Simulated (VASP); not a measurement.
Input and output of a VASP PBE single-point calculation on SiC (distorted CsCl)

INCAR

```
PREC = Accurate
LREAL = .FALSE.
NELM = 120
NSW = 0
LCHARG = .FALSE.
SIGMA = 0.02
NBANDS = 11
EDIFF = 1E-7
ISMEAR = -1
ENCUT = 520
LASPH = .TRUE.
IBRION = -1
LWAVE = .FALSE.
ISIF = 2
GGA = PE
```

KPOINTS

```
KPOINTS created by Atomic Simulation Environment
0
Gamma
8 8 8
0 0 0
```

POSCAR

```
Si C
 1.0000000000000000
     2.6453000000000002   -0.0112000000000000   -0.0252000000000000
    -0.0112000000000000    2.6480999999999999   -0.0266000000000000
    -0.0252000000000000   -0.0266000000000000    2.6901999999999999
 Si  C
   1   1
Cartesian
  0.0344223600000000  2.5549495300000000  2.5885511200000000
  1.3933334799999999  1.5731613099999999  1.1948793600000001
```

VASP ran with the recommended PBE PAW datasets (8 valence electrons in the cell).

Command

```
mpirun -np 1 vasp_std
```

OSZICAR

```
N       E                     dE             d eps       ncg     rms          rms(c)
DAV:   1     0.496219030602E+01    0.49622E+01   -0.39513E+03  5904   0.621E+02
DAV:   2    -0.112475581001E+02   -0.16210E+02   -0.15462E+02  7384   0.101E+02
DAV:   3    -0.117611999895E+02   -0.51364E+00   -0.50640E+00  7245   0.142E+01
DAV:   4    -0.117625515913E+02   -0.13516E-02   -0.13513E-02  6387   0.889E-01
DAV:   5    -0.117625549041E+02   -0.33128E-05   -0.33120E-05  7087   0.425E-02    0.560E+00
DAV:   6    -0.111498266014E+02    0.61273E+00   -0.28449E+00  6267   0.690E+00    0.245E+00
DAV:   7    -0.111446594614E+02    0.51671E-02   -0.76706E-02  6842   0.187E+00    0.123E+00
DAV:   8    -0.111408533825E+02    0.38061E-02   -0.88167E-03  6379   0.587E-01    0.191E-01
DAV:   9    -0.111406836558E+02    0.16973E-03   -0.90033E-04  7687   0.160E-01    0.641E-02
DAV:  10    -0.111406792711E+02    0.43847E-05   -0.79471E-05  6628   0.549E-02    0.269E-02
DAV:  11    -0.111406801065E+02   -0.83539E-06   -0.13822E-05  6750   0.198E-02    0.768E-03
DAV:  12    -0.111406798971E+02    0.20938E-06   -0.11924E-06  6760   0.587E-03    0.919E-04
DAV:  13    -0.111406798487E+02    0.48404E-07   -0.43199E-08  3529   0.142E-03
   1 F= -.11140680E+02 E0= -.11140189E+02  d E =-.982291E-03
```

From OUTCAR

```
k-points           NKPTS =    260   k-points in BZ     NKDIM =    260   number of bands    NBANDS=     11

   NELECT =       8.0000    total number of electrons

   dimension x,y,z NGX =    20 NGY =   20 NGZ =   20
   dimension x,y,z NGXF=    40 NGYF=   40 NGZF=   40

  energy-cutoff  :      520.00
  volume of cell :       18.84
      direct lattice vectors                 reciprocal lattice vectors
     2.645300000 -0.011200000 -0.025200000     0.378069770  0.001634763  0.003557670
    -0.011200000  2.648100000 -0.026600000     0.001634763  0.377673823  0.003749654
    -0.025200000 -0.026600000  2.690200000     0.003557670  0.003749654  0.371789976

 k-points in reciprocal lattice and weights: KPOINTS created by Atomic Simulation Env
   0.00000000  0.00000000  0.00000000       0.002
   0.12500000  0.00000000  0.00000000       0.004
   0.25000000  0.00000000  0.00000000       0.004
   0.37500000  0.00000000  0.00000000       0.004
   0.50000000  0.00000000  0.00000000       0.002
  -0.00000000  0.12500000  0.00000000       0.004
   0.12500000  0.12500000  0.00000000       0.004
   0.25000000  0.12500000  0.00000000       0.004
   ...

 E-fermi :  10.7259

 k-point     1 :       0.0000    0.0000    0.0000
  band No.  band energies     occupation
      1      -6.5471      2.00000
      2       9.1515      2.00000
      3       9.6886      2.00000
      4      10.0914      2.00000
      5      11.9541      0.00000
      6      15.6077      0.00000
      7      15.8736      0.00000
      8      23.2227      0.00000
      9      23.6712      0.00000
     10      24.4927      0.00000
     11      30.2863      0.00000

 k-point     2 :       0.1250    0.0000    0.0000
  band No.  band energies     occupation
      1      -6.2487      2.00000
      2       7.3487      2.00000
      3       9.4145      2.00000
      4      10.3628      2.00000
      5      12.5650      0.00000
      6      15.9320      0.00000
      7      17.6496      0.00000
      8      22.4571      0.00000
      9      23.1215      0.00000
     10      24.1859      0.00000
     11      29.6872      0.00000

 k-point     3 :       0.2500    0.0000    0.0000
  band No.  band energies     occupation
      1      -5.3613      2.00000
      2       4.0383      2.00000
      3      10.0154      2.00000
      4      10.9494      0.00003
      5      13.3343      0.00000
      6      16.8069      0.00000
      7      18.8575      0.00000
      8      20.6189      0.00000
      9      22.3663      0.00000
     10      24.8407      0.00000
     11      27.3124      0.00000

 k-point     4 :       0.3750    0.0000    0.0000
  band No.  band energies     occupation
      1      -3.9263      2.00000
      2       1.0250      2.00000
      3      10.8049      0.03776
      4      11.6790      0.00000
      5      14.3842      0.00000
      6      17.4342      0.00000
      7      18.1587      0.00000
      8      18.7042      0.00000
      9      21.1229      0.00000
     10      24.2874      0.00000
     11      28.4022      0.00000

 k-point     5 :       0.5000    0.0000    0.0000
  band No.  band energies     occupation
      1      -2.5245      2.00000
      2      -0.9148      2.00000
      3      11.2322      0.00000
      4      12.0499      0.00000
      5      15.7090      0.00000
      6      15.8419      0.00000
      7      17.8256      0.00000
      8      19.1257      0.00000
      9      20.5867      0.00000
     10      22.6739      0.00000
     11      30.3905      0.00000

 k-point     6 :      -0.0000    0.1250    0.0000
  band No.  band energies     occupation
      1      -6.2581      2.00000
      2       7.6449      2.00000
      3       9.3676      2.00000
      4       9.8884      2.00000
      5      12.8369      0.00000
      6      16.0153      0.00000
      7      17.3450      0.00000
      8      22.6324      0.00000
      9      23.0200      0.00000
     10      24.4609      0.00000
     11      30.4699      0.00000

 k-point     7 :       0.1250    0.1250    0.0000
  band No.  band energies     occupation
      1      -5.9557      2.00000
      2       7.4134      2.00000
      3       8.0786      2.00000
      4       9.6258      2.00000
      5      13.5083      0.00000
      6      16.9805      0.00000
      7      18.1728      0.00000
      8      22.1441      0.00000
      9      22.3683      0.00000
     10      24.4991      0.00000
     11      28.6181      0.00000

 k-point     8 :       0.2500    0.1250    0.0000
  band No.  band energies     occupation
      1      -5.0667      2.00000
      2       4.2692      2.00000
      3       8.6306      2.00000
      4      10.2189      2.00000
      5      14.2027      0.00000
      6      17.0605      0.00000
      7      19.1035      0.00000
      8      20.6077      0.00000
      9      22.3133      0.00000
     10      25.4626      0.00000
     11      27.5941      0.00000

 k-point     9 :       0.3750    0.1250    0.0000
  band No.  band energies     occupation
      1      -3.6349      2.00000
      2       1.2809      2.00000
      3       9.6607      2.00000
      4      10.9906      0.00000
      5      14.3919      0.00000
      6      16.5317      0.00000
      7      18.6283      0.00000
      8      19.0274      0.00000
      9      22.4677      0.00000
     10      25.3185      0.00000
     11      28.5195      0.00000

 k-point    10 :       0.5000    0.1250    0.0000
  band No.  band energies     occupation
      1      -2.2667      2.00000
      2      -0.6139      2.00000
      3      10.4018      2.00000
      4      11.4031      0.00000
      5      13.7870      0.00000
      6      16.6859      0.00000
      7      18.0374      0.00000
      8      18.4825      0.00000
      9      23.3553      0.00000
     10      23.6192      0.00000
     11      29.3042      0.00000

 k-point    11 :      -0.3750    0.1250   -0.0000
  band No.  band energies     occupation
      1      -3.6621      2.00000
      2       1.3247      2.00000
      3       9.7779      2.00000
      4      10.9872      0.00000
      5      14.3207      0.00000
      6      16.3097      0.00000
      7      18.6080      0.00000
      8      19.1571      0.00000
      9      22.3631      0.00000
     10      25.4013      0.00000
     11      28.5248      0.00000

 k-point    12 :      -0.2500    0.1250    0.0000
  band No.  band energies     occupation
      1      -5.0861      2.00000
      2       4.3208      2.00000
      3       8.7298      2.00000
      4      10.2153      2.00000
      5      14.1952      0.00000
      6      16.8312      0.00000
      7      19.0161      0.00000
      8      20.7489      0.00000
      9      22.1696      0.00000
     10      25.4479      0.00000
     11      27.4198      0.00000

 k-point    13 :      -0.1250    0.1250    0.0000
  band No.  band energies     occupation
      1      -5.9656      2.00000
      2       7.4827      2.00000
      3       8.1058      2.00000
      4       9.6261      2.00000
      5      13.5123      0.00000
      6      16.8986      0.00000
      7      18.1242      0.00000
      8      21.8991      0.00000
      9      22.3456      0.00000
     10      24.7563      0.00000
     11      28.4314      0.00000

 k-point    14 :      -0.0000    0.2500    0.0000
  band No.  band energies     occupation
      1      -5.4073      2.00000
      2       4.3327      2.00000
      3       9.9109      2.00000
      4      10.4220      2.00000
      5      13.6899      0.00000
      6      16.8433      0.00000
      7      18.6782      0.00000
      8      21.0305      0.00000
      9      21.4747      0.00000
     10      25.9685      0.00000
     11      28.8396      0.00000

 k-point    15 :       0.1250    0.2500    0.0000
  band No.  band energies     occupation
      1      -5.1036      2.00000
      2       4.5752      2.00000
      3       8.2600      2.00000
      4      10.1656      2.00000
      5      14.3087      0.00000
      6      17.1593      0.00000
      7      18.9596      0.00000
      8      20.9558      0.00000
      9      21.7434      0.00000
     10      26.2028      0.00000
     11      27.7054      0.00000

 k-point    16 :       0.2500    0.2500    0.0000
  band No.  band energies     occupation
      1      -4.2207      2.00000
      2       4.8808      2.00000
      3       5.5284      2.00000
      4      10.7325      0.83481
      5      14.0472      0.00000
      6      16.2062      0.00000
      7      19.8272      0.00000
      8      20.5546      0.00000
      9      23.3458      0.00000
     10      25.8769      0.00000
     11      26.3200      0.00000

 ...

  Total        0.5717795     -0.4290729     -0.0146060     -0.0386264     -0.1500533      0.0437478
  in kB       48.6222774    -36.4869745     -1.2420467     -3.2846622    -12.7600495      3.7201679
  external PRESSURE =       3.6310854 kB  Pullay stress =       0.0000000 kB

 POSITION                                       TOTAL-FORCE (eV/Angst)
 -----------------------------------------------------------------------------------
      0.03442      2.55495      2.58855        -0.034889     -1.268883      0.108516
      1.39333      1.57316      1.19488         0.034889      1.268883     -0.108516
 -----------------------------------------------------------------------------------
    total drift:                                0.000007      0.000032     -0.000021

  FREE ENERGIE OF THE ION-ELECTRON SYSTEM (eV)
  ---------------------------------------------------
  free  energy   TOTEN  =       -11.1406798487 eV

  energy  without entropy=      -11.1396975576  energy(sigma->0) =      -11.14018870
```

```yaml
gap_between_bands_v_and_c_on_the_k_mesh: "-4.13 eV (bands overlap: a metal)"
least_direct_gap_on_the_k_mesh: 0.11 eV
pressure: 0.4 GPa
largest_force: 1.27 eV/Å
```

Band v is the last that the valence electrons fill when counted band by band, and c is the next.

The run took about 14 s on one core of a shared host (Intel Xeon 6975P-C) and held 0.16 GiB at most.
